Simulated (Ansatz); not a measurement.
A relaxed cell of HgTe is given with its symmetry left out. The cell was found from a structure generator's guess, not taken from experiment.

Theory: DFT PBE+D3(BJ), scalar-relativistic, plane waves, PAW in Ansatz. Cutoff 420 eV, Γ-centred mesh, Gaussian smearing, no spin polarisation.

Only a and b repeat, and vacuum parts the sheet from its images along c.

```
CELL_PARAMETERS angstrom
4.65086 0.00000 0.00000
-2.32543 4.02776 0.00000
0.00000 0.00000 31.78000
ATOMIC_POSITIONS crystal
Hg 0.00000 0.00000 0.23412
Hg 0.66667 0.33333 0.33228
Te 0.33333 0.66667 0.21263
Te 0.33333 0.66667 0.35377
```

Energies over the elements count from the elements' standard structures at the same level, with no fitted energy shifts. The references include crystalline Hg.

Question: What layer group does it have?

Answer: p-3m1 (No. 72). In-plane cell: a = 4.651 Å, b = 4.651 Å, γ = 120.0°, thickness 4.49 Å between the outermost nuclei. Hg at height 0.68 Å has 3 Te at 2.77 Å; Te at height 0.00 Å has 3 Hg at 2.77 Å.

Question: How far does it lie from the elements in energy?

Answer: +0.184 eV/atom. A positive value: parting into the elements would lower its energy.

Question: Is it a metal?

Answer: No, the gap on the 12×12×1 mesh is 0.21 eV.

The last run used a 12×12×1 mesh for its 4-atom cell and Gaussian smearing of 0.01 eV. These runs have no spin–orbit coupling, which can matter for Hg and Te. Kohn–Sham gaps at this level usually fall short of measured ones. The missing spin–orbit coupling can work the other way here. Small gaps are read on the mesh alone, and bands can cross between its points. A structure relaxed within its symmetry needn't be a true minimum.
